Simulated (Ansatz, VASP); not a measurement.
# ZnAu: VASP beside Ansatz

```
Au Zn
1.0
     3.14700    0.00000    0.00000
     0.00000    3.14700    0.00000
     0.00000    0.00000    3.14700
Au Zn
1 1
Direct
  0.00445 0.99697 0.98940
  0.48516 0.51545 0.50244
```

Change from the starting cell: atoms moved at random, drawn with an rms of 0.05 Å.

Alike in both runs: task single point; functional PBE; k mesh 8 × 8 × 8; occupations fermi-dirac, width 0.05 eV; no spin polarisation.

```csv
,VASP,Ansatz
version,VASP 6.6.1,Ansatz 0.2.0
potentials or method,"VASP PAW PBE potentials, release 64 (Au, Zn)",Ansatz PAW
plane-wave cutoff (eV),520,420
valence electrons in the cell,23,31
```

Ansatz gave:

- gap on the k mesh at the Fermi level (eV): none
- pressure (GPa): 5.6
- largest component of the traceless stress (GPa): 0.35
- rms of the force components (eV/Å): 0.213

Q: What did VASP give for the same quantities?

A: gap on the k mesh at the Fermi level (eV): none; pressure (GPa): 5.7; largest component of the traceless stress (GPa): 0.35; rms of the force components (eV/Å): 0.217.

Atom by atom the forces differ by 0.003 eV/Å (rms over components). A gap of «none» marks a metal or a gap that the smearing closes. The two sets of potentials don't hold the same shells in valence.

The runs have no spin-orbit coupling, so splittings on Au are missing.
